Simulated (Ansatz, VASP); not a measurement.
**One calculation of Si (a cell with a defect), two programs**

```xyz
17
Lattice="0.0000 5.4300 5.4300 5.4300 0.0000 5.4300 5.4300 5.4300 0.0000" Properties=species:S:1:pos:R:3 pbc="T T T"
Si    0.2034    0.2061   -0.2030
Si    1.4113    1.4136    1.3856
Si    2.7989    2.8007    0.1194
Si    4.2655    4.2671    1.1648
Si    2.6683    0.0058    2.7620
Si    4.0447    1.4137    4.0190
Si    5.3109    2.8007    2.6313
Si    6.7204    4.1566    4.1399
Si    0.0037    2.6707    2.7623
Si    1.4115    4.0479    4.0188
Si    2.7994    5.3135    2.6308
Si    4.1546    6.7221    4.1398
Si    2.6681    2.6707    5.4267
Si    3.9224    3.9246    6.9380
Si    5.2814    5.2834    5.5789
Si    6.7204    6.7221    6.7057
Si    7.3945    7.3975    8.8960
```

Alike in both runs: functional LDA; k mesh 2 × 2 × 2; occupations gaussian, width 0.05 eV; no spin polarisation.

Ansatz relaxed the structure, and its values are those at the end. VASP's run is a single point on that final structure, the one shown.

```csv
,VASP,Ansatz
version,VASP 6.6.1,Ansatz 0.2.0
potentials or method,"VASP PAW LDA potentials, release 64 (Si)","scalar-relativistic, plane waves, PAW"
plane-wave cutoff (eV),520,420
valence electrons in the cell,68,68
```

|  | VASP | Ansatz | Ansatz less VASP |
| --- | --- | --- | --- |
| rms of the force components (eV/Å) | 0.010 | 0.010 | 0.0000 |

Ansatz warned: «pseudo_functional_mismatch».

Caveats: the k mesh is coarse (spacing up to 0.50 Å⁻¹), so the values aren't converged.
